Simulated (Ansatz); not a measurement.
# SnO (Romarchite): the cost of one run

Code: Ansatz 0.2.0. PAW datasets, plane waves. Spin-unpolarised throughout; all numbers are computed.

## 1. The cell

The unstrained cell was relaxed with r2SCAN+rVV10; in each strained cell the atoms were relaxed again with r2SCAN+rVV10. Names of k-points are those of the unstrained zone, where strain can split equivalent points. First state: -5.0 % strain along z alone.

Space group P4/nmm (No. 129), tetragonal; conventional cell a = 3.793 Å, c = 4.518 Å, 16.25 Å³ an atom. Around Sn lie 4 O at 2.21 Å; around O lie 4 Sn at 2.21 Å.

As a file:

Space group P4/nmm:1 (No. 129). a = 3.793 Å, b = 3.793 Å, c = 4.518 Å, α = 90.00°, β = 90.00°, γ = 90.00°
```csv
atom,site,symmetry,x,y,z
Sn,2c,4mm,0.5000,0.0000,0.2514
O,2a,-4m2,0.0000,0.0000,0.0000
```

## 2. -5.0 % strain along z alone: PBE

Input file input.yaml:

```yaml
crystal:
  lattice:
    - [3.7926488416, 0.0, 0.0]
    - [0.0, 3.7926488416, 0.0]
    - [0.0, 0.0, 4.5183998133]
  atoms:
    - { symbol: Sn, position: [0.5, 0.0, 0.2513744786] }
    - { symbol: Sn, position: [0.0, 0.5, 0.7486255214] }
    - { symbol: O, position: [0.0, 0.0, 0.0] }
    - { symbol: O, position: [0.5, 0.5, 0.0] }
kpoints:
  mp_grid: { grid: [6, 6, 6] }
  band_path:
    path:
      - [0.0, 0.0, 0.0]
      - [0.0, 0.5, 0.0]
      - [0.5, 0.5, 0.0]
      - [0.0, 0.0, 0.5]
      - [0.0, 0.5, 0.5]
      - [0.5, 0.5, 0.5]
      - [-0.078125, -0.078125, 0.0]
    npoints: 1
hamiltonian:
  xc: pbe
scf:
  occupations: { method: fermi_dirac, width: 0.02 }
  n_extra_bands: 5
output:
  forces: true
  stress: true
  eigenvalues: true
```

Started as:

```console
$ ansatz run input.yaml --threads 4 --pin off --max-ram 5529MiB --backend cpu --events-out ev --progress --plain --runs-dir out
```

Q: Estimate wall time and peak memory on 4 threads of Arm Neoverse N1, shared host.

About 2.5 s, with a peak of 0.39 GiB.
